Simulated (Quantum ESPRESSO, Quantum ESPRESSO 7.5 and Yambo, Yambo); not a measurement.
## Sb (buckled honeycomb monolayer): G0W0 with Yambo, start to end

How does a plane-wave GW calculation on Sb (buckled honeycomb monolayer) run from the first input to the gap?

Calculated with Quantum ESPRESSO 7.5 and Yambo 5.3.0; PBE and many-body steps on it, plane waves.

**The experiments to reproduce.**

- Gap 2.21 eV: optical gap from PL emission peak; photoluminescence, 355 nm excitation; monolayer (antimonene on antimony oxide after hydrogen reduction) (“Ultrathin high-κ antimony oxide single crystals”, 2020, pmc:7237679).

**1. The structure**

The cell holds 2 atoms: 2 Sb. Its edges and angles: a = 4.127 Å, b = 4.127 Å, c = 14.000 Å, α = 90.0°, β = 90.0°, γ = 120.0°. Vacuum lies along c.

The structure was relaxed with PBE. The runs that relaxed it are not among those shown. Spin-orbit coupling is left out unless a step names it.

**2. Ground state**

This step: Quantum ESPRESSO 7.5; DFT, PBE, plane waves, norm-conserving pseudopotentials.

The ground-state density comes first.

pw.in reads:

```
&control
  calculation = 'scf'
  prefix = 'x'
  outdir = 'o'
  pseudo_dir = 'pseudo'
/
&system
  ibrav = 0
  nat = 2
  ntyp = 1
  ecutwfc = 72.0
  nbnd = 20
  force_symmorphic = .true.
/
&electrons
  conv_thr = 1e-10
  electron_maxstep = 80
  mixing_beta = 0.5
/
ATOMIC_SPECIES
  Sb 121.76 Sb.upf
CELL_PARAMETERS angstrom
  4.1271537147 -0.0000000002 0.0000000000
  -2.0635768572 3.5742199623 0.0000000000
  0.0000000000 0.0000000000 14.0000000000
ATOMIC_POSITIONS crystal
  Sb 0.3333333333 0.6666666667 0.4415839531
  Sb 0.6666666667 0.3333333333 0.5584160469
K_POINTS automatic
  9 9 1 0 0 0
```

Run with:

```console
$ OMP_NUM_THREADS=1 mpirun -n 4 pw.x -nk 4 -in pw.in > pw.out
```

Output:

```text
Program PWSCF v.7.5 starts

     This program is part of the open-source Quantum ESPRESSO suite
     for quantum simulation of materials; please cite
         "P. Giannozzi et al., J. Phys.:Condens. Matter 21 395502 (2009);
         "P. Giannozzi et al., J. Phys.:Condens. Matter 29 465901 (2017);
         "P. Giannozzi et al., J. Chem. Phys. 152 154105 (2020);
     in publications or presentations arising from this work. More details at
     Message from routine setup:
     using ibrav=0 with symmetry is DISCOURAGED, use correct ibrav instead

     G-vector sticks info

     bravais-lattice index     =            0
     lattice parameter (alat)  =       7.7992  a.u.
     unit-cell volume          =    1393.6591 (a.u.)^3
     number of atoms/cell      =            2
     number of atomic types    =            1
     number of electrons       =        30.00
     number of Kohn-Sham states=           20
     kinetic-energy cutoff     =      72.0000  Ry
     charge density cutoff     =     288.0000  Ry
     scf convergence threshold =      1.0E-10
     mixing beta               =       0.5000
     number of iterations used =            8  plain     mixing
     Exchange-correlation= PBE
                           (   1   4   3   4   0   0   0)

     celldm(1)=   7.799190  celldm(2)=   0.000000  celldm(3)=   0.000000
     celldm(4)=   0.000000  celldm(5)=   0.000000  celldm(6)=   0.000000

     crystal axes: (cart. coord. in units of alat)
               a(1) = (   1.000000  -0.000000   0.000000 )
               a(2) = (  -0.500000   0.866025   0.000000 )
               a(3) = (   0.000000   0.000000   3.392168 )

     reciprocal axes: (cart. coord. in units 2 pi/alat)
               b(1) = (  1.000000  0.577350 -0.000000 )
               b(2) = (  0.000000  1.154701 -0.000000 )
               b(3) = ( -0.000000 -0.000000  0.294797 )
     Pseudo is Norm-conserving + core correction, Zval = 15.0
     Generated using ONCVPSP code by D. R. Hamann
     Using radial grid of 1434 points,  6 beta functions with:
     Sb               15.00   121.76000     Sb( 1.00)

     12 Sym. Ops., with inversion, found

   Cartesian axes

     site n.     atom                  positions (alat units)
         1        Sb     tau(   1) = (  -0.0000000   0.5773503   1.4979271  )
         2        Sb     tau(   2) = (   0.5000000   0.2886751   1.8942412  )

     number of k points=    12
                       cart. coord. in units 2pi/alat
        k(    1) = (   0.0000000   0.0000000   0.0000000), wk =   0.0246914
        k(    2) = (   0.0000000   0.1283001   0.0000000), wk =   0.1481481
        k(    3) = (   0.0000000   0.2566001   0.0000000), wk =   0.1481481
        k(    4) = (   0.0000000   0.3849002   0.0000000), wk =   0.1481481
        k(    5) = (   0.0000000   0.5132002   0.0000000), wk =   0.1481481
        k(    6) = (   0.1111111   0.1924501   0.0000000), wk =   0.1481481
        k(    7) = (   0.1111111   0.3207501   0.0000000), wk =   0.2962963
        k(    8) = (   0.1111111   0.4490502   0.0000000), wk =   0.2962963
        k(    9) = (   0.1111111   0.5773503   0.0000000), wk =   0.1481481
        k(   10) = (   0.2222222   0.3849002   0.0000000), wk =   0.1481481
        k(   11) = (   0.2222222   0.5132002   0.0000000), wk =   0.2962963
        k(   12) = (   0.3333333   0.5773503   0.0000000), wk =   0.0493827

     Dense  grid:   115007 G-vectors     FFT dimensions: (  45,  45, 144)

     Initial potential from superposition of free atoms

     starting charge      29.9989, renormalised to      30.0000
     Starting wfcs are   18 randomized atomic wfcs +    2 random wfcs

     per-process dynamical memory:    76.0 Mb

     Self-consistent Calculation

     iteration #  1     ecut=    72.00 Ry     beta= 0.50

     Threshold (ethr) on eigenvalues was too large:
     Diagonalizing with lowered threshold

     total energy              =    -363.80322485 Ry
     estimated scf accuracy    <       0.01848068 Ry

     iteration #  2     ecut=    72.00 Ry     beta= 0.50

     total energy              =    -363.80356340 Ry
     estimated scf accuracy    <       0.00307942 Ry

     iteration #  3     ecut=    72.00 Ry     beta= 0.50

     total energy              =    -363.80382583 Ry
     estimated scf accuracy    <       0.00008832 Ry

     iteration #  4     ecut=    72.00 Ry     beta= 0.50

     total energy              =    -363.80387696 Ry
     estimated scf accuracy    <       0.00000527 Ry

     iteration #  5     ecut=    72.00 Ry     beta= 0.50

     total energy              =    -363.80387752 Ry
     estimated scf accuracy    <       0.00000019 Ry

     iteration #  6     ecut=    72.00 Ry     beta= 0.50

     total energy              =    -363.80387758 Ry
     estimated scf accuracy    <       0.00000002 Ry

     iteration #  7     ecut=    72.00 Ry     beta= 0.50

     total energy              =    -363.80387759 Ry
     estimated scf accuracy    <          1.9E-09 Ry

     iteration #  8     ecut=    72.00 Ry     beta= 0.50

     total energy              =    -363.80387759 Ry
     estimated scf accuracy    <          1.4E-10 Ry

     iteration #  9     ecut=    72.00 Ry     beta= 0.50

     End of self-consistent calculation

          k = 0.0000 0.0000 0.0000 ( 14411 PWs)   bands (ev):

   -29.1459 -29.1459 -29.0765 -29.0765 -29.0305 -28.9709 -28.9709 -28.9333
   -28.8896 -28.8896 -11.8020  -6.8483  -1.1272  -0.5687  -0.5687   0.9912
     2.2178   2.2178   3.8686   3.9647

          k = 0.0000 0.1283 0.0000 ( 14439 PWs)   bands (ev):

   -29.1453 -29.1398 -29.0756 -29.0727 -29.0290 -28.9737 -28.9711 -28.9350
   -28.8966 -28.8900 -11.6718  -6.8509  -1.6423  -1.0767  -0.8477   1.5010
     2.2630   2.4817   4.0135   4.1413

          k = 0.0000 0.2566 0.0000 ( 14402 PWs)   bands (ev):

   -29.1432 -29.1226 -29.0732 -29.0619 -29.0237 -28.9816 -28.9722 -28.9404
   -28.9155 -28.8910 -11.2898  -6.9675  -2.9165  -1.3762  -1.0436   0.9128
     2.8619   2.9170   4.3516   4.5295

          k = 0.0000 0.3849 0.0000 ( 14386 PWs)   bands (ev):

     [... further k-points ...]

     highest occupied, lowest unoccupied level (ev):    -0.5687    0.7370

!    total energy              =    -363.80387759 Ry
     estimated scf accuracy    <          7.1E-12 Ry

     The total energy is the sum of the following terms:
     one-electron contribution =    -704.92170420 Ry
     hartree contribution      =     356.98832421 Ry
     xc contribution           =     -90.87177640 Ry
     ewald contribution        =      75.00127880 Ry

     convergence has been achieved in   9 iterations

     XML data file, charge density, pseudopotentials, collected wavefunctions

=------------------------------------------------------------------------------=
   JOB DONE.
=------------------------------------------------------------------------------=
```

Run time: 13 s. Hardware: 4 MPI ranks of Arm Neoverse V2, shared host; peak memory 0.54 GiB.

This step gave:

* total energy: -4949.8039 eV
* gap: 1.306 eV
* k of the valence top: 0, 0, 0
* k of the conduction bottom: 0, 0.3333, 0
* least direct gap: 1.560 eV

The gap is indirect, with the least direct gap 0.25 eV higher.

**3. Bands along the symmetry lines**

Levels along a band path, at the cheap level, show where the edges lie and whether the meshes to come will hold them.

pw.in reads:

```
&control
  calculation = 'bands'
  prefix = 'x'
  outdir = 'o'
  pseudo_dir = 'pseudo'
/
&system
  ibrav = 0
  nat = 2
  ntyp = 1
  ecutwfc = 72.0
  nbnd = 21
  force_symmorphic = .true.
/
&electrons
  conv_thr = 1e-9
  electron_maxstep = 80
  diago_full_acc = .true.
  diago_thr_init = 5e-6
/
ATOMIC_SPECIES
  Sb 121.76 Sb.upf
CELL_PARAMETERS angstrom
  4.1271537147 -0.0000000002 0.0000000000
  -2.0635768572 3.5742199623 0.0000000000
  0.0000000000 0.0000000000 14.0000000000
ATOMIC_POSITIONS crystal
  Sb 0.3333333333 0.6666666667 0.4415839531
  Sb 0.6666666667 0.3333333333 0.5584160469
K_POINTS crystal
  25
  0.00000000 0.00000000 0.00000000 1
  0.06250000 0.00000000 0.00000000 1
  0.12500000 0.00000000 0.00000000 1
  0.18750000 0.00000000 0.00000000 1
  0.25000000 0.00000000 0.00000000 1
  0.31250000 0.00000000 0.00000000 1
  0.37500000 0.00000000 0.00000000 1
  0.43750000 0.00000000 0.00000000 1
  0.50000000 0.00000000 0.00000000 1
  0.47916667 0.04166667 0.00000000 1
  0.45833333 0.08333333 0.00000000 1
  0.43750000 0.12500000 0.00000000 1
  0.41666666 0.16666666 0.00000000 1
  0.39583333 0.20833333 0.00000000 1
  0.37500000 0.25000000 0.00000000 1
  0.35416666 0.29166666 0.00000000 1
  0.33333333 0.33333333 0.00000000 1
  0.29166666 0.29166666 0.00000000 1
  0.25000000 0.25000000 0.00000000 1
  0.20833333 0.20833333 0.00000000 1
  0.16666666 0.16666666 0.00000000 1
  0.12500000 0.12500000 0.00000000 1
  0.08333333 0.08333333 0.00000000 1
  0.04166667 0.04166667 0.00000000 1
  0.00000000 0.00000000 0.00000000 1
```

Output:

```text
[banner, memory and clock lines left out]
Program PWSCF v.7.5 starts

     Atomic positions and unit cell read from directory:
     o/x.save/

     Message from routine setup:
     using ibrav=0 with symmetry is DISCOURAGED, use correct ibrav instead

     G-vector sticks info

     bravais-lattice index     =            0
     lattice parameter (alat)  =       7.7992  a.u.
     unit-cell volume          =    1393.6591 (a.u.)^3
     number of atoms/cell      =            2
     number of atomic types    =            1
     number of electrons       =        30.00
     number of Kohn-Sham states=           21
     kinetic-energy cutoff     =      72.0000  Ry
     charge density cutoff     =     288.0000  Ry
     Exchange-correlation= PBE
                           (   1   4   3   4   0   0   0)

     celldm(1)=   7.799190  celldm(2)=   0.000000  celldm(3)=   0.000000
     celldm(4)=   0.000000  celldm(5)=   0.000000  celldm(6)=   0.000000

     crystal axes: (cart. coord. in units of alat)
               a(1) = (   1.000000  -0.000000   0.000000 )
               a(2) = (  -0.500000   0.866025   0.000000 )
               a(3) = (   0.000000   0.000000   3.392168 )

     reciprocal axes: (cart. coord. in units 2 pi/alat)
               b(1) = (  1.000000  0.577350 -0.000000 )
               b(2) = (  0.000000  1.154701 -0.000000 )
               b(3) = ( -0.000000 -0.000000  0.294797 )
     Pseudo is Norm-conserving + core correction, Zval = 15.0
     Generated using ONCVPSP code by D. R. Hamann
     Using radial grid of 1434 points,  6 beta functions with:
     Sb               15.00   121.76000     Sb( 1.00)

     12 Sym. Ops., with inversion, found

   Cartesian axes

     site n.     atom                  positions (alat units)
         1        Sb     tau(   1) = (  -0.0000000   0.5773503   1.4979271  )
         2        Sb     tau(   2) = (   0.5000000   0.2886751   1.8942412  )

     number of k points=    25
                       cart. coord. in units 2pi/alat
        k(    1) = (   0.0000000   0.0000000   0.0000000), wk =   0.0800000
        k(    2) = (   0.0625000   0.0360844   0.0000000), wk =   0.0800000
        k(    3) = (   0.1250000   0.0721688   0.0000000), wk =   0.0800000
[...]
[... 13 further rows ...]
        k(   24) = (   0.0416667   0.0721688   0.0000000), wk =   0.0800000
        k(   25) = (   0.0000000   0.0000000   0.0000000), wk =   0.0800000

     Dense  grid:   115007 G-vectors     FFT dimensions: (  45,  45, 144)

     The potential is recalculated from file :
     o/x.save/charge-density

     Starting wfcs are   18 randomized atomic wfcs +    3 random wfcs

     Band Structure Calculation

     End of band structure calculation

          k = 0.0000 0.0000 0.0000 ( 14411 PWs)   bands (ev):

   -29.1459 -29.1459 -29.0765 -29.0765 -29.0305 -28.9709 -28.9709 -28.9333
   -28.8896 -28.8896 -11.8020  -6.8483  -1.1272  -0.5687  -0.5687   0.9912
     2.2178   2.2178   3.8686   3.9647   5.8570

          k = 0.0625 0.0361 0.0000 ( 14409 PWs)   bands (ev):

   -29.1456 -29.1440 -29.0762 -29.0752 -29.0300 -28.9718 -28.9710 -28.9338
[...]
2.1255   2.3133   3.9179   4.0214   5.9233

          k = 0.1250 0.0722 0.0000 ( 14434 PWs)   bands (ev):

[...]
2.3748   2.5357   4.0480   4.1859   5.8694

[...]
k = 0.0417 0.0722 0.0000 ( 14427 PWs)   bands (ev):

[...]
2.0682   2.3697   3.9336   4.0400   5.9328

          k = 0.0000 0.0000 0.0000 ( 14411 PWs)   bands (ev):

   -29.1459 -29.1459 -29.0765 -29.0765 -29.0305 -28.9709 -28.9709 -28.9333
   -28.8896 -28.8896 -11.8020  -6.8483  -1.1272  -0.5687  -0.5687   0.9913
     2.2178   2.2178   3.8686   3.9648   5.8568

     XML data file, pseudopotentials, collected wavefunctions
```

Elapsed: 9.9 s, on 4 MPI ranks; peak memory 0.43 GiB.

This step gave:

```
gap                        : 1.289 eV
k of the valence top       : 0, 0, 0
k of the conduction bottom : 0.3125, 0, 0
least direct gap           : 1.560 eV
```

The gap is 1.289 eV, −0.017 eV from the run before at this level.

Electronic bands along the path, in eV, zero at the top of the highest filled band:

| point | band 12 | band 13 | band 14 | band 15 | band 16 | band 17 | band 18 | band 19 |
| --- | --- | --- | --- | --- | --- | --- | --- | --- |
| Γ | -6.28 | -0.56 | 0.00 | 0.00 | 1.56 | 2.79 | 2.79 | 4.44 |
| halfway | -6.48 | -2.58 | -0.93 | -0.51 | 1.37 | 3.46 | 3.49 | 5.04 |
| M | -7.76 | -2.90 | -1.53 | -1.43 | 1.65 | 2.47 | 3.55 | 5.13 |
| halfway | -7.89 | -3.07 | -2.06 | -1.43 | 2.07 | 2.93 | 3.28 | 5.55 |
| K | -8.45 | -3.47 | -1.76 | -1.76 | 1.54 | 3.59 | 3.59 | 6.65 |
| halfway | -6.61 | -2.59 | -1.82 | -0.49 | 2.20 | 2.74 | 3.75 | 5.25 |
| Γ | -6.28 | -0.56 | 0.00 | 0.00 | 1.56 | 2.79 | 2.79 | 4.44 |

The electronic bands as a text plot (rows in eV, shown from -8.0 to 4.5 only):

```
    4.3 |++++                                                ++++
    3.8 |            +++++++++++      ++++++++++++++++++++
    3.2 |    ++++++++++         +++++++++  +++            +++
    2.7 |++++++        +++++++++ +++          +++++++++++++++++++
    2.2 | +++++                 ++++          ++++++++++++++++++
    1.7 |+     +++        ++++++    ++++++++++                  +
    1.1 |         ++++++++
    0.6 |
    0.1 |****                                                ****
   -0.4 |************                               *************
   -0.9 |         ********                    ******   ***
   -1.5 |    **        ******************  ***            ***
   -2.0 |      ***              **************      ******
   -2.5 |         ***                         *********
   -3.0 |            *****************        ***
   -3.6 |                             ********
   -4.1 |
   -4.6 |
   -5.1 |
   -5.6 |
   -6.2 |*********                                     **********
   -6.7 |         *****                             ***
   -7.2 |              ***                       ***
   -7.7 |                 ************     ******
         Γ                   M           K                      Γ
```

**4. Empty states on the mesh, 6×6×1 mesh, 289 bands**

The sums over transitions need many empty states on a uniform mesh; this step solves for them.

pw.in reads:

```
&control
  calculation = 'nscf'
  prefix = 'x'
  outdir = 'o'
  pseudo_dir = 'pseudo'
/
&system
  ibrav = 0
  nat = 2
  ntyp = 1
  ecutwfc = 72.0
  nbnd = 289
  force_symmorphic = .true.
/
&electrons
  conv_thr = 1e-9
  electron_maxstep = 80
  diago_full_acc = .true.
  diago_thr_init = 5e-6
/
ATOMIC_SPECIES
  Sb 121.76 Sb.upf
CELL_PARAMETERS angstrom
  4.1271537147 -0.0000000002 0.0000000000
  -2.0635768572 3.5742199623 0.0000000000
  0.0000000000 0.0000000000 14.0000000000
ATOMIC_POSITIONS crystal
  Sb 0.3333333333 0.6666666667 0.4415839531
  Sb 0.6666666667 0.3333333333 0.5584160469
K_POINTS automatic
  6 6 1 0 0 0
```

Output:

```text
[banner, memory and clock lines left out]
Program PWSCF v.7.5 starts

     Atomic positions and unit cell read from directory:
     o/x.save/

     Message from routine setup:
     using ibrav=0 with symmetry is DISCOURAGED, use correct ibrav instead

     G-vector sticks info

     bravais-lattice index     =            0
     lattice parameter (alat)  =       7.7992  a.u.
     unit-cell volume          =    1393.6591 (a.u.)^3
     number of atoms/cell      =            2
     number of atomic types    =            1
     number of electrons       =        30.00
     number of Kohn-Sham states=          289
     kinetic-energy cutoff     =      72.0000  Ry
     charge density cutoff     =     288.0000  Ry
     Exchange-correlation= PBE
                           (   1   4   3   4   0   0   0)

     celldm(1)=   7.799190  celldm(2)=   0.000000  celldm(3)=   0.000000
     celldm(4)=   0.000000  celldm(5)=   0.000000  celldm(6)=   0.000000

     crystal axes: (cart. coord. in units of alat)
               a(1) = (   1.000000  -0.000000   0.000000 )
               a(2) = (  -0.500000   0.866025   0.000000 )
               a(3) = (   0.000000   0.000000   3.392168 )

     reciprocal axes: (cart. coord. in units 2 pi/alat)
               b(1) = (  1.000000  0.577350 -0.000000 )
               b(2) = (  0.000000  1.154701 -0.000000 )
               b(3) = ( -0.000000 -0.000000  0.294797 )
     Pseudo is Norm-conserving + core correction, Zval = 15.0
     Generated using ONCVPSP code by D. R. Hamann
     Using radial grid of 1434 points,  6 beta functions with:
     Sb               15.00   121.76000     Sb( 1.00)

     12 Sym. Ops., with inversion, found

   Cartesian axes

     site n.     atom                  positions (alat units)
         1        Sb     tau(   1) = (  -0.0000000   0.5773503   1.4979271  )
         2        Sb     tau(   2) = (   0.5000000   0.2886751   1.8942412  )

     number of k points=     7
                       cart. coord. in units 2pi/alat
        k(    1) = (   0.0000000   0.0000000   0.0000000), wk =   0.0555556
        k(    2) = (   0.0000000   0.1924501   0.0000000), wk =   0.3333333
        k(    3) = (   0.0000000   0.3849002   0.0000000), wk =   0.3333333
        k(    4) = (  -0.0000000  -0.5773503   0.0000000), wk =   0.1666667
        k(    5) = (   0.1666667   0.2886751   0.0000000), wk =   0.3333333
        k(    6) = (   0.1666667   0.4811252   0.0000000), wk =   0.6666667
        k(    7) = (   0.3333333   0.5773503   0.0000000), wk =   0.1111111

     Dense  grid:   115007 G-vectors     FFT dimensions: (  45,  45, 144)

     The potential is recalculated from file :
     o/x.save/charge-density

     Starting wfcs are   18 randomized atomic wfcs +  271 random wfcs

     Band Structure Calculation

     End of band structure calculation

          k = 0.0000 0.0000 0.0000 ( 14411 PWs)   bands (ev):

   -29.1459 -29.1459 -29.0765 -29.0765 -29.0305 -28.9709 -28.9709 -28.9333
   -28.8896 -28.8896 -11.8020  -6.8483  -1.1272  -0.5687  -0.5687   0.9912
     2.2178   2.2178   3.8686   3.9647   5.8567   6.7447   7.1054   7.6035
[...]
[... 25 further rows ...]
[...]
70.2955

          k = 0.0000 0.1925 0.0000 ( 14446 PWs)   bands (ev):

[...]
[... 25 further rows ...]
[...]
69.3497

          k = 0.0000 0.3849 0.0000 ( 14386 PWs)   bands (ev):

[...]
24.1160  24.5064  24.9236  25.0071  25.1630  25.6502  25.6888  27.1246
     [... 25 further rows ...]
    67.8226  68.0398  68.0516  68.2246  68.2437  68.4360  68.4548  68.4598
    68.7694

          k =-0.0000-0.5774 0.0000 ( 14356 PWs)   bands (ev):

     [... further k-points ...]

     highest occupied, lowest unoccupied level (ev):    -0.5687    0.7370

     XML data file, pseudopotentials, collected wavefunctions
```

Elapsed: 91 s, on 4 MPI ranks; peak memory 1.6 GiB; 6.1 min of CPU time.

Numbers from this step:

```
gap                                                           : 1.306 eV
k of the valence top                                          : 0, 0, 0
k of the conduction bottom                                    : 0, 0.3333, 0
least direct gap                                              : 1.560 eV
k points computed                                             : 7
lowest point of the top converged band, above the valence top : 68.9485 eV
```

On this mesh the gap is 1.306 eV.

[end of part 1 of 2]

[Paths, hosts, dates, memory and timing lines, banners, echoed tables and standing remarks are left out of the program output.]

[Logs are printed without paths, hosts, clocks, repeated set-up lines and the standing remarks that a program may print on its own settings, such as how far it seeks lower states.]

[Runs of the session that timed out or met a known fault of the program may be left out.]

[Hosts, paths, dates, database ids (printed as entryN), source tags and the programs' standing remarks are cut or masked in the printed files.]
